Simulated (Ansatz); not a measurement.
Input for Ansatz (plane-wave DFT), Li:

```yaml
crystal:
  lattice:
    - [1.5504989657, 0.8951809952, 7.5883]
    - [-1.5504989657, 0.8951809952, 7.5883]
    - [0.0, -1.7903619905, 7.5883]
  atoms:
    - { symbol: Li, position: [0.0, 0.0, 0.0] }
    - { symbol: Li, position: [0.222, 0.222, 0.222] }
    - { symbol: Li, position: [0.778, 0.778, 0.778] }
total_charge: -1
basis:
  ecutwfc: 420
kpoints:
  mp_grid: { grid: [6, 6, 6] }
  band_path: { path: [[0, 0, 0], [0.5, 0, 0], [0.5, 0.5, 0.5]], npoints: 4 }
hamiltonian:
  xc: pbe
scf:
  occupations: { method: gaussian, width: 0.1 }
  max_iter: 80
  convergence: { dr2_threshold: "1e-11 eV" }
output:
  forces: true
  stress: true
  eigenvalues: true
```

Command:

```bash
ansatz run input.yaml --threads 1 --pin off --max-ram 1331MiB --backend cpu --events-out ev --progress --plain --runs-dir out
```

From the log (HF is the Harris–Foulkes energy, dr2 the density residual in eV):

```text
basis.fft_grid_basis auto: the FFT boxes are laid along the combinations [[1, 0, -1], [0, 1, -1], [0, 0, 1]] of the cell's own vectors, 3.101, 3.101 and 7.797 Å long. The dense box has 24×24×54 points. Along the cell's own vectors, as sized, it would have 54×54×54, 5.06 times as many. Of the 12 symmetry operations that the crystal satisfies within crystal.symmetry.tolerance (time reversal apart …
Pseudopotential: Li, paw, valence charge 3, recommended cutoff 420 eV (normal)
Crystal: 3 atoms, lattice volume = 63.194 Å³
Basis set: ecut = 420 eV, 1231 PW (Γ), FFT grids on a1−a3, a2−a3, a3, exchange–correlation on 48×48×108 points (8 copies of the dense FFT grid, shifted against one another)
Bands: 9, of which v1, the nominal top of the filled ones, is band 5 counted from 1 (4 counted from 0)
Symmetry: 12 space group operations
Space group: R-3m (ITA 166), of the structure as read, at distance tolerance 4.0e-5 Å
k-points: 32 of 216
Initial density: superposition of atomic densities (neutral atoms scaled as one to the charged cell's electrons: chi_scale 0, normalization atom), corrected by the library's trained network
SCF iter   1: HF=-614.120286 eV  Δρ=7.01e-2  dr2=1.85e0
SCF iter   2: HF=-613.299453 eV  Δρ=3.17e-2  dr2=3.87e-1
SCF iter   3: HF=-613.166571 eV  Δρ=5.22e-3  dr2=2.13e-1
SCF iter   4: HF=-613.131603 eV  Δρ=8.87e-4  dr2=1.94e-3
   ...
SCF iter   7: HF=-613.131624 eV  Δρ=2.41e-6  dr2=1.01e-8
SCF iter   8: HF=-613.131624 eV  Δρ=2.66e-7  dr2=8.73e-11
SCF iter   9: F=-613.131624 eV  HF=-613.131624 eV  Δρ=3.19e-8  dr2=7.15e-13
SCF 1 converged in 9 iterations: F = -613.131624 eV  dr2 = 7.15e-13
SCF converged after 9 iterations
Free energy (F): -613.131624 eV
E sigma→0 (E₀):  -613.128035 eV
Entropy (-TS):   -0.007178 eV (-2.393 meV/atom)
Fermi energy:    0.966240 eV
--- Forces (eV/Å), atoms counted from 1 ---
  atom   1  Li    -0.00000000     0.00000000     0.00000000
  atom   2  Li     0.00000000    -0.00000000     0.02076706
  atom   3  Li    -0.00000000     0.00000000    -0.02076706
--- Stress (GPa, compression-positive) ---
      -12.564342      -0.000000      -0.000000
       -0.000000     -12.564342      -0.000000
       -0.000000      -0.000000     -11.822718
  P = ⅓ Tr σ = -12.3171 GPa (-123.171 kbar)
```

The inputs are trials, many of them unsound on purpose. Their numbers show the effect of the settings and aren't properties of the material. The charged cell sits in a uniform compensating background.